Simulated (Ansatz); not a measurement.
Start from `Oc1ccccc1` and change one atom or group to get `[CH3][Ga]([Cl])[c]1ccccc1`.

Ansatz, PBE0-D4/def2-TZVP geometries, multiplicity 1. Each molecule was computed in one conformer, which needn't be the lowest.

Scalar relativity is left out up to krypton.

```json
{"property": "LUMO energy (PBE0/def2-TZVPP) / eV", "`Oc1ccccc1`": "-0.25"}
{"property": "HOMO energy (PBE0/def2-TZVPP) / eV", "`Oc1ccccc1`": "-6.53"}
{"property": "HOMO–LUMO gap (ωB97M-V/def2-TZVPP) / eV", "`Oc1ccccc1`": "10.36"}
{"property": "HOMO energy (B3LYP/def2-TZVPP) / eV", "`Oc1ccccc1`": "-6.32"}
{"property": "LUMO energy (ωB97M-V/def2-TZVPP) / eV", "`Oc1ccccc1`": "1.76"}
{"property": "LUMO energy (PBE/def2-TZVPP) / eV", "`Oc1ccccc1`": "-1.14"}
```

Question: Give the same properties after the change, and the shifts. (An estimate is asked.)

Answer: Ansatz gave: 
| property | `[CH3][Ga]([Cl])[c]1ccccc1` | shift |
| --- | --- | --- |
| LUMO energy (PBE0/def2-TZVPP) / eV | -1.45 | -1.20 |
| HOMO energy (PBE0/def2-TZVPP) / eV | -7.51 | -0.98 |
| HOMO–LUMO gap (ωB97M-V/def2-TZVPP) / eV | 9.93 | -0.43 |
| HOMO energy (B3LYP/def2-TZVPP) / eV | -7.29 | -0.97 |
| LUMO energy (ωB97M-V/def2-TZVPP) / eV | 0.33 | -1.43 |
| LUMO energy (PBE/def2-TZVPP) / eV | -2.24 | -1.10 |

With PBE0 the HOMO falls by 0.98 eV and the LUMO falls by 1.20 eV, so the gap narrows by about 0.22 eV. PBE moves the HOMO by -1.06 eV and ωB97M-V by -0.99 eV.

B3LYP here is the variant with VWN-RPA as its local correlation; programs differ in this.

Positive LUMOs are unbound, so they and the gaps depend on the basis.
